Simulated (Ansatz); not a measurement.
## SnO2 (Cassiterite) under changes of volume

One of the cells (11.922 Å³/atom); the others are scaled copies at fixed shape and fractional positions:

```
Sn O
1.0
     4.73800    0.00000    0.00000
     0.00000    4.73800    0.00000
     0.00000    0.00000    3.18650
Sn O
2 4
Direct
  0.50000 0.50000 0.50000
  0.00000 0.00000 0.00000
  0.80710 0.19290 0.50000
  0.69290 0.69290 0.00000
  0.19290 0.80710 0.50000
  0.30710 0.30710 0.00000
```

* Program: Ansatz 0.2.0
* Functional: BLYP
* Dispersion: D3(BJ)
* Potentials or basis: Ansatz PAW
* Cutoff: 420 eV (not typed: the program's choice for these potentials)
* k mesh: 6 × 6 × 8
* Occupations: fermi-dirac, width 0.05 eV
* Spin: no spin polarisation

| volume (Å³/atom) | energy over the lowest point (meV/atom) | pressure (GPa) | gap on the mesh (eV) | largest force (eV/Å) |
| --- | --- | --- | --- | --- |
| 11.207 | 95.06 | 26.2 | 2.08 | 0.646 |
| 11.445 | 60.69 | 20.1 | 1.82 | 0.545 |
| 11.684 | ? | ? | ? | ? |
| 11.922 | 16.57 | 9.8 | 1.32 | 0.362 |
| 12.161 | 5.25 | 5.5 | 1.09 | 0.281 |
| 12.399 | 0.00 | 1.6 | 0.87 | 0.205 |
| 12.637 | 0.21 | -1.9 | 0.66 | 0.134 |

Q: What does the run at 11.684 Å³/atom give?

A: Energy over the lowest point 34.78 meV/atom; pressure 14.7 GPa; gap on the mesh 1.56 eV; largest force 0.450 eV/Å.

Worked out: A Birch-Murnaghan fit of order 3 (a polynomial in V^(-2/3)) to the other rows has its minimum at 12.51 Å³/atom with B0 = V·E''(V) = 183 GPa and B' = 4.9 at fixed shape and positions, which overstates the stiffness. It gives 34.76 meV/atom at 11.684 Å³/atom, against the run's 34.78, and -dE/dV = 14.7 GPa, against 14.7. A straight line through the other rows of the gap, of slope -11.9 eV per unit of ln V (its deformation potential), gives 1.57 eV, against the run's 1.56.

Energies are extrapolated to zero smearing.

Caveats: spin-orbit coupling is left out, which moves the levels of the heavy elements; the PAW data sets come from PBE, with cores solved anew for the run's functional, which leaves a small shift of forces and pressure.
